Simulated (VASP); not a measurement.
# Al (I4/mmm) in VASP: notebook, part 2 of 2

VASP 6.6.1. Earlier steps stand in the parts before.

### Step 4. Single point, r2SCAN (strain +0.000 along x and y, -0.050 along z, atoms carried along)

Input file POSCAR:

```
Al
1.0
   -1.5912186900      1.5912186900      1.5116577555
    1.5912186900     -1.5912186900      1.5116577555
    1.5912186900      1.5912186900     -1.5116577555
Al
1
Direct
    0.0000000000      0.0000000000      0.0000000000
```

Input file INCAR.step1:

```
PREC     = Accurate       # precision mode
ENCUT    = 520            # plane-wave cutoff, eV
ISMEAR   = 0              # smearing method
SIGMA    = 0.15           # smearing width, eV
LREAL    = F              # projectors in reciprocal space
LASPH    = T              # aspherical terms in the spheres
NELM     = 100            # most SCF steps
NBANDS   = 8              # bands
GGA      = PE             # functional
ALGO     = Normal         # electronic algorithm
EDIFF    = 1E-4           # SCF threshold, eV
LWAVE    = T              # write WAVECAR
LCHARG   = F              # write CHGCAR
```

Input file INCAR.step2:

```
PREC     = Accurate       # precision mode
ENCUT    = 520            # plane-wave cutoff, eV
EDIFF    = 1E-7           # SCF threshold, eV
ISMEAR   = 0              # smearing method
SIGMA    = 0.15           # smearing width, eV
LREAL    = F              # projectors in reciprocal space
LASPH    = T              # aspherical terms in the spheres
NELM     = 100            # most SCF steps
ALGO     = Normal         # electronic algorithm
ISIF     = 2              # what is computed and relaxed
LWAVE    = F              # write WAVECAR
LCHARG   = F              # write CHGCAR
METAGGA  = R2SCAN         # meta-GGA
LMIXTAU  = T            
NBANDS   = 8              # bands
ISTART   = 1
```

Input file KPOINTS:

```
Automatic mesh
0
Gamma
  20 20 20
```

Potentials or basis: VASP PAW PBE potentials, release 64 (Al).

Started as:

```bash
> cat potpaw_PBE.64/Al/POTCAR > POTCAR
> cp INCAR.step1 INCAR
> mpirun -np 1 vasp_std > vasp.out
> cp INCAR.step2 INCAR
> mpirun -np 1 vasp_std > vasp.out
```

OUTCAR:

```text
PREC = Accurate
   ENCUT = 520
   EDIFF = 1E-7
   ISMEAR = 0
   LREAL = F
   LASPH = T
   NELM = 100
   ISIF = 2
   METAGGA = R2SCAN
   ISTART = 1

 ion  position               nearest neighbor table
   1  0.000  0.000  0.000-

  LATTYP: Found a body centered tetragonal cell.
 ALAT       =     3.1824373800
 C/A-ratio  =     0.9500000000

  Lattice vectors:

 A1 = (  -1.5912186900,   1.5912186900,   1.5116577555)
 A2 = (   1.5912186900,  -1.5912186900,   1.5116577555)
 A3 = (   1.5912186900,   1.5912186900,  -1.5116577555)

Analysis of symmetry for initial positions (statically):
=====================================================================
 Subroutine PRICEL returns:
 Original cell was already a primitive cell.

 Routine SETGRP: Setting up the symmetry group for a
 body centered tetragonal supercell.

 Subroutine GETGRP returns: Found 16 space group operations
 (whereof 16 operations were pure point group operations)
 out of a pool of 16 trial point group operations.

The static configuration has the point symmetry D_4h.

Analysis of symmetry for dynamics (positions and initial velocities):
=====================================================================
 Subroutine PRICEL returns:
 Original cell was already a primitive cell.

 Routine SETGRP: Setting up the symmetry group for a
 body centered tetragonal supercell.

 Subroutine GETGRP returns: Found 16 space group operations
 (whereof 16 operations were pure point group operations)
 out of a pool of 16 trial point group operations.

The dynamic configuration has the point symmetry D_4h.

 Subroutine INISYM returns: Found 16 space group operations
 (whereof 16 operations are pure point group operations),
 and found     1 'primitive' translations

----------------------------------------------------------------------------------------

                                     Primitive cell

  volume of cell :      15.3099

  direct lattice vectors                    reciprocal lattice vectors
    -1.591218690  1.591218690  1.511657755     0.000000000  0.314224565  0.330762700
     1.591218690 -1.591218690  1.511657755     0.314224565  0.000000000  0.330762700
     1.591218690  1.591218690 -1.511657755     0.314224565  0.314224565  0.000000000

  length of vectors
     2.710915530  2.710915530  2.710915530     0.456224770  0.456224770  0.444380641

  position of ions in fractional coordinates (direct lattice)
     0.000000000  0.000000000  0.000000000

  ion indices of the primitive-cell ions
   primitive index   ion index
                 1           1

----------------------------------------------------------------------------------------

 KPOINTS: Automatic mesh

Automatic generation of k-mesh.
 Grid dimensions read from file:
 generate k-points for:   20   20   20

 Generating k-lattice:

  Cartesian coordinates                     Fractional coordinates (reciprocal lattice)
     0.000000000  0.015711228  0.016538135     0.050000000  0.000000000  0.000000000
     0.015711228  0.000000000  0.016538135     0.000000000  0.050000000  0.000000000
     0.015711228  0.015711228  0.000000000     0.000000000  0.000000000  0.050000000

  Length of vectors
     0.022811238  0.022811238  0.022219032

  Shift w.r.t. Gamma in fractional coordinates (k-lattice)
     0.000000000  0.000000000  0.000000000

 Subroutine IBZKPT returns following result:
 ===========================================

 Found    641 irreducible k-points:

 Following reciprocal coordinates:
            Coordinates               Weight
  0.000000  0.000000  0.000000      1.000000
  0.050000 -0.000000  0.000000      8.000000
  0.100000  0.000000 -0.000000      8.000000
  0.150000 -0.000000  0.000000      8.000000
  0.200000  0.000000 -0.000000      8.000000
  0.250000  0.000000  0.000000      8.000000
[... 16 lines left out ...]
 -0.400000  0.050000 -0.000000     16.000000
 -0.350000  0.050000  0.000000     16.000000
 [... further k-points ...]
   k-points           NKPTS =    641   k-points in BZ     NKDIM =    641   number of bands    NBANDS=      8
   number of dos      NEDOS =    301   number of ions     NIONS =      1
   total plane-waves  NPLWV =   8000
   dimension x,y,z NGX =    20 NGY =   20 NGZ =   20
   dimension x,y,z NGXF=    40 NGYF=   40 NGZF=   40
   ions per type =               1
   NGX,Y,Z   is equivalent  to a cutoff of  12.26, 12.26, 12.26 a.u.
   NGXF,Y,Z  is equivalent  to a cutoff of  24.53, 24.53, 24.53 a.u.
 SYSTEM =  unknown system
   PREC   = accura    normal or accurate (medium, high low for compatibility)
   ISTART =      1    job   : 0-new  1-cont  2-samecut
   ICHARG =      0    charge: 1-file 2-atom 10-const
   ISPIN  =      1    spin polarized calculation?
   LNONCOLLINEAR =      F non collinear calculations
   LSORBIT =      F    spin-orbit coupling
   LASPH  =      T    aspherical Exc in radial PAW
   ENCUT  =  520.0 eV  38.22 Ry    6.18 a.u.   5.04  5.04  5.04*2*pi/ulx,y,z
   NELM   =    100;   NELMIN=  2; NELMDL=  0     # of ELM steps
   EDIFF  = 0.1E-06   stopping-criterion for ELM
   LREAL  =      F    real-space projection
   EDIFFG = 0.1E-05   stopping-criterion for IOM
   NSW    =      0    number of steps for IOM
   IBRION =     -1    ionic relax: 0-MD 1-quasi-New 2-CG
   NFREE  =      0    steps in history (QN), initial steepest desc. (CG)
   ISIF   =      2    stress and relaxation
   ISYM   =      2    0-nonsym 1-usesym 2-fastsym
   POTIM  = 0.5000    time-step for ionic-motion
   TEBEG  =    0.0;   TEEND  =   0.0 temperature during run
   PSTRESS=    0.0 pullay stress
   NELECT =       3.0000    total number of electrons
   NUPDOWN=      -1.0000    fix difference up-down
   EMIN   =  10.00;   EMAX   =-10.00  energy-range for DOS
   EFERMI =   0.00;   METHOD = LEGACY
   ISMEAR =     0;   SIGMA  =   0.15  broadening in eV -4-tet -1-fermi 0-gaus
   EFERMI_NEDOS =   21; number of points for ismear=-14 and -15
   IALGO  =     38    algorithm
   IMIX   =      4    mixing-type and parameters
     AMIX     =   0.40;   BMIX     =  1.00
     AMIX_MAG =   1.60;   BMIX_MAG =  1.00
  volume/ion in A,a.u.               =      15.31       103.32
  Fermi-wavevector in a.u.,A,eV,Ry     =   0.950877  1.796896 12.301931  0.904166
  Thomas-Fermi vector in A             =   2.079294
   LORBIT       =      0    0 simple, 1 ext, 2 COOP (PROOUT), +10 PAW based schemes
   METAGGA = R2SCAN    functional components
   LHFCALC =     F    Hartree Fock is set to
   AEXX    =    0.0000 exact exchange contribution
   IVDW    =     0    specifies the selected vdW correction
   LEPSILON=     F    determine dielectric tensor
   LRPA    =     F    only Hartree local field effects (RPA)
 non-spin polarized calculation
 Gauss-broadening in eV      SIGMA  =   0.15
  energy-cutoff  :      520.00
  volume of cell :       15.31
 maximum number of plane-waves:       428
   NGX = 11   NGY = 11   NGZ = 11

 number of electron       3.0000000 magnetization

 Free energy of the ion-electron system (eV)
  ---------------------------------------------------
  ext. energy  EPLUGINS =         0.00000000
  ---------------------------------------------------
  free energy    TOTEN  =        -6.61782756 eV

  energy without entropy =       -6.61366207  energy(sigma->0) =       -6.61574482

 E-fermi :   8.8475     XC(G=0): -11.1990

 val. band max:        8.8470392650   @ k =  -0.1000  -0.3500   0.0500
 cond. band min:       8.8515200306   @ k =   0.4000   0.3000   0.0000
 fundamental gap:      0.0044807656
 Fermi energy:         8.8474949656

 k-point     1 :       0.0000    0.0000    0.0000
  band No.  band energies     occupation
      1      -3.5644      2.00000
      2      22.4658      0.00000
      3      23.8464      0.00000
      4      23.8464      0.00000
      5      25.5508      0.00000
      6      25.5508      0.00000
      7      25.8730      0.00000
      8      26.4383      0.00000
[... 243 lines left out ...]
 k-point    24 :      -0.3500    0.0500    0.0000
  band No.  band energies     occupation
      1      -0.1219      2.00000
      2      10.8486      0.00000
      3      16.9329      0.00000
      4      18.9965      0.00000
      5      20.7799      0.00000
      6      23.3373      0.00000
      7      29.7383      0.00000
      8      30.7374      0.00000

 [... further k-points ...]

------------------------ aborting loop because EDIFF is reached ----------------------------------------

  FORCE on cell =-STRESS in cart. coord.  units (eV):
  Direction    XX          YY          ZZ          XY          YZ          ZX
  --------------------------------------------------------------------------------------
  -------------------------------------------------------------------------------------
  Total        0.5383499      0.5383499      0.3478590      0.0000000      0.0000000      0.0000000
  in kB       56.3380759     56.3380759     36.4032916      0.0000000      0.0000000      0.0000000
  external PRESSURE =      49.6931478 kB  Pullay stress =       0.0000000 kB

 VOLUME and BASIS-vectors are now :
 -----------------------------------------------------------------------------
  energy-cutoff  :      520.00
  volume of cell :       15.31
      direct lattice vectors                 reciprocal lattice vectors
    -1.591218690  1.591218690  1.511657755     0.000000000  0.314224565  0.330762700
     1.591218690 -1.591218690  1.511657755     0.314224565  0.000000000  0.330762700
     1.591218690  1.591218690 -1.511657755     0.314224565  0.314224565  0.000000000

 POSITION                                       TOTAL-FORCE (eV/Angst)
 -----------------------------------------------------------------------------------
      0.00000      0.00000      0.00000         0.000000      0.000000      0.000000
 -----------------------------------------------------------------------------------
    total drift:                                0.000000      0.000000     -0.000000

  FREE ENERGIE OF THE ION-ELECTRON SYSTEM (eV)
  ---------------------------------------------------
  free  energy   TOTEN  =        -6.6178275597 eV

  energy  without entropy=       -6.6136620744  energy(sigma->0) =       -6.61574482
```

It took 88 s on 1 thread of Intel Xeon 6975P-C (Granite Rapids), shared host; peak memory 0.17 GiB.

Results:

| Item | Value |
| --- | --- |
| Free energy | -6.6178 eV |
| Pressure | 5.0 GPa |
| Band gap on the k mesh | none (metal or under the smearing width) |

Caveat: the PAW data sets were made with another functional, which shifts forces and pressure a little.

### Step 5. Overview

| cell | gap on the mesh (eV) | pressure (GPa) |
| --- | --- | --- |
| strain +0.050 along x and y, +0.000 along z, atoms carried along | none | -6.5 |
| strain -0.050 along x and y, -0.050 along z, atoms carried along | none | 17.9 |
| strain +0.000 along x and y, -0.050 along z, atoms carried along | none | 5.0 |

Alike in all rows: task single point; level r2SCAN; potentials or basis VASP PAW PBE potentials, release 64 (Al); no spin polarisation; k mesh 20 × 20 × 20; cutoff (eV) 520; smearing gaussian 0.15 eV.

Caveats: the PAW data sets were made with another functional, which shifts forces and pressure a little (some runs); so large a pressure means that the cell lies far from this level's equilibrium, or that cutoff or potentials fall short (some runs); the potentials were made for another functional, which shifts forces and pressure (some runs).

Absolute energies hang on the potentials; compare differences alone.
